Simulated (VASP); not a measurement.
# ZnS (Wurtzite-2H) (P6_3mc) in VASP: notebook, part 2 of 2

VASP 6.6.1. Earlier steps stand in the parts before.

### 4 Relaxation of cell and atoms, PBEsol

INCAR reads:

```
SYSTEM = ZnS
  PREC = Accurate
  ENCUT = 600
  EDIFF = 1E-6
  ISMEAR = 0
  SIGMA = 0.03
  LREAL = .FALSE.
  LASPH = .TRUE.
  NELM = 80
  ALGO = Normal
  ISIF = 3
  LWAVE = .FALSE.
  LCHARG = .FALSE.
  GGA = PS
  IBRION = 2
  NSW = 90
  EDIFFG = -0.01
```

KPOINTS reads:

```
regular mesh
0
G
  9 9 5
  0 0 0
```

POSCAR reads:

```
ZnS
1.0
    3.8110000000      0.0000000000      0.0000000000
   -1.9055000000      3.3004228138      0.0000000000
    0.0000000000      0.0000000000      6.2340000000
Zn S
2 2
Direct
    0.3333333333      0.6666666667      0.0000000000
    0.6666666667      0.3333333333      0.5000000000
    0.3333333333      0.6666666667      0.3850000000
    0.6666666667      0.3333333333      0.8850000000
```

Potentials or basis: VASP PAW PBE potentials, release 64 (Zn, S).

Started as:

```sh
$ cat potpaw_PBE.64/Zn/POTCAR potpaw_PBE.64/S/POTCAR > POTCAR
$ mpirun -np 1 vasp_std > vasp.out
```

OUTCAR:

```text
SYSTEM = ZnS
   PREC = Accurate
   ENCUT = 600
   EDIFF = 1E-6
   ISMEAR = 0
   LREAL = .FALSE.
   LASPH = .TRUE.
   NELM = 80
   ISIF = 3
   GGA = PS
   IBRION = 2
   NSW = 90
   EDIFFG = -0.01

 ion  position               nearest neighbor table
   1  0.333  0.667  0.000-   4 2.31   4 2.31   4 2.31   3 2.40
   2  0.667  0.333  0.500-   3 2.31   3 2.31   3 2.31   4 2.40
   3  0.333  0.667  0.385-   2 2.31   2 2.31   2 2.31   1 2.40
   4  0.667  0.333  0.885-   1 2.31   1 2.31   1 2.31   2 2.40

  LATTYP: Found a hexagonal cell.
 ALAT       =     3.8110000000
 C/A-ratio  =     1.6357911309

  Lattice vectors:

 A1 = (   3.8110000000,   0.0000000000,   0.0000000000)
 A2 = (  -1.9055000000,   3.3004228138,   0.0000000000)
 A3 = (   0.0000000000,   0.0000000000,   6.2340000000)

Analysis of symmetry for initial positions (statically):
=====================================================================
 Subroutine PRICEL returns:
 Original cell was already a primitive cell.

 Routine SETGRP: Setting up the symmetry group for a
 hexagonal supercell.

[... 179 lines left out ...]
  Direction    XX          YY          ZZ          XY          YZ          ZX
  --------------------------------------------------------------------------------------
  -------------------------------------------------------------------------------------
  Total       -0.2379058     -0.2379058     -1.1420777      0.0000000     -0.0000000      0.0000000
  in kB       -4.8611634     -4.8611634    -23.3362414      0.0000000     -0.0000000      0.0000000
  external PRESSURE =     -11.0195228 kB  Pullay stress =       0.0000000 kB
[... 253 lines left out ...]
--------------------------------------- Ionic step        8  -------------------------------------------

 number of electron      35.9999995 magnetization

 Free energy of the ion-electron system (eV)
  ---------------------------------------------------
  ext. energy  EPLUGINS =         0.00000000
  ---------------------------------------------------
  free energy    TOTEN  =       -15.16800678 eV

  energy without entropy =      -15.16800678  energy(sigma->0) =      -15.16800678

 E-fermi :   2.3868     XC(G=0):  -9.9517

 val. band max:        2.2527186437   @ k =   0.0000   0.0000   0.0000
 cond. band min:       4.4030257825   @ k =   0.0000   0.0000   0.0000
 fundamental gap:      2.1503071388
 Fermi energy:         2.3868302312

 k-point     1 :       0.0000    0.0000    0.0000
  band No.  band energies     occupation
      1     -11.0954      2.00000
      2     -10.1033      2.00000
      3      -4.2248      2.00000
      4      -4.2082      2.00000
      5      -4.2082      2.00000
      6      -4.1228      2.00000
[... 589 lines left out ...]
     21       7.6621      0.00000
     22       9.7805      0.00000

 [... further k-points ...]

------------------------ aborting loop because EDIFF is reached ----------------------------------------

  FORCE on cell =-STRESS in cart. coord.  units (eV):
  Direction    XX          YY          ZZ          XY          YZ          ZX
  --------------------------------------------------------------------------------------
  -------------------------------------------------------------------------------------
  Total       -0.0320501     -0.0320501     -0.0226470      0.0000000      0.0000000      0.0000000
  in kB       -0.6660135     -0.6660135     -0.4706123      0.0000000      0.0000000      0.0000000
  external PRESSURE =      -0.6008798 kB  Pullay stress =       0.0000000 kB
[... 19 lines left out ...]
  FREE ENERGIE OF THE ION-ELECTRON SYSTEM (eV)
  ---------------------------------------------------
  free  energy   TOTEN  =       -15.1680067761 eV

  energy  without entropy=      -15.1680067761  energy(sigma->0) =      -15.16800678

 reached required accuracy - stopping structural energy minimisation
```

CONTCAR:

```text
ZnS
   1.00000000000000
     3.7855619499441624    0.0000000000000000    0.0000000000000000
    -1.8927809749720812    3.2783928162293541   -0.0000000000000000
     0.0000000000000000   -0.0000000000000000    6.2124939819921643
  Zn              S
     2     2
Direct
     0.3333333332999970    0.6666666667000030    0.0054122289242926
     0.6666666667000030    0.3333333332999970    0.5054122289242927
     0.3333333332999970    0.6666666667000030    0.3795877710757055
     0.6666666667000030    0.3333333332999970    0.8795877710757053

  0.00000000E+00  0.00000000E+00  0.00000000E+00
  0.00000000E+00  0.00000000E+00  0.00000000E+00
  0.00000000E+00  0.00000000E+00  0.00000000E+00
  0.00000000E+00  0.00000000E+00  0.00000000E+00
```

Wall time 4.5 min (1 thread of Intel Xeon Platinum 8488C (Sapphire Rapids), shared host); peak memory 0.24 GiB.

Results:

```
Free energy                            : -15.1680 eV
Relaxed volume                         : 19.28 Å³/atom
Relaxed cell                           : a = 3.786 Å, b = 3.786 Å, c = 6.212 Å, α = 90.00°, β = 90.00°, γ = 120.00°
Space group after relaxing (to 0.05 Å) : P6_3mc (No. 186)
Energy gained by relaxing              : 6.5 meV/atom
Ionic steps                            : 8
Pressure after relaxing                : -0.1 GPa
Band gap on the k mesh                 : 2.15 eV, direct
```

Step by step:
| step | energy change (eV) | largest force (eV/Å) | pressure (GPa) | volume (Å³) |
| --- | --- | --- | --- | --- |
| 1 | 0.0000 | 0.3085 | -1.10 | 78.41 |
| 2 | -0.0199 | 0.1198 | 0.24 | 76.89 |
| 3 | -0.0200 | 0.0998 | 0.34 | 76.76 |
| 4 | -0.0232 | 0.0458 | 0.04 | 77.05 |
| 5 | -0.0244 | 0.0013 | -0.20 | 77.29 |
| 6 | -0.0245 | 0.0168 | -0.32 | 77.39 |
| 7 | -0.0258 | 0.0015 | 0.08 | 77.06 |
| 8 | -0.0259 | 0.0006 | -0.06 | 77.10 |

Final structure:
```xyz
4
Lattice="3.7856 0.0000 0.0000 -1.8928 3.2784 0.0000 0.0000 0.0000 6.2125" Properties=species:S:1:pos:R:3 pbc="T T T"
Zn    0.0000    2.1856    0.0336
Zn    1.8928    1.0928    3.1399
S     0.0000    2.1856    2.3582
S     1.8928    1.0928    5.4644
```

Caveat: the PAW data sets were made with another functional, which shifts forces and pressure a little.
